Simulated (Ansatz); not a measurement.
A (001) slab of Ti (P6_3/mmc (No. 194)), 6 planes, outer planes Ti (top) and Ti (bottom), with 6 atoms (Ti6) in a surface cell of A = 7.285 Å², as cut from the bulk:

```xyz
6
Lattice="2.9004 0.0000 0.0000 -1.4502 2.5119 0.0000 0.0000 0.0000 26.4775" Properties=species:S:1:pos:R:3 pbc="T T T"
Ti    1.4502    0.8373    7.5000
Ti    0.0000    1.6746    9.7955
Ti    1.4502    0.8373   12.0910
Ti    0.0000    1.6746   14.3865
Ti    1.4502    0.8373   16.6820
Ti    0.0000    1.6746   18.9775
```

Level of theory: DFT PBEsol, scalar-relativistic, plane waves, PAW (Ansatz 0.2.0). Cutoff 420 eV; k points 12×12×1 on the computed 6-atom cell (Γ-centred); Gaussian smearing, width 0.10 eV; no spin polarisation.

Against the same 6 atoms in the bulk, the slab as cut lies 2.082 eV higher and the relaxed slab 1.972 eV higher.

(1) Work out the surface energy before and after relaxation.

(2) What is the ideal work of this cut, per area?

Answers

(1) The slab has two faces, so γ = (E_slab − N·E_bulk)/(2A), the mean of both. As cut: 2.082/(2 × 7.285) = 0.1429 eV/Å², and 1 eV/Å² = 16.02 J/m², so γ = 2.29 J/m². Relaxed: 1.972/(2 × 7.285) = 0.1353 eV/Å² = 2.17 J/m². Relaxation recovers 5 % of the cost of cutting.

(2) Griffith's ideal work is 2γ: 4.58 J/m² if the new faces stay rigid, 4.34 J/m² if they relax. One thickness was run, 6 planes, so γ can still shift with it.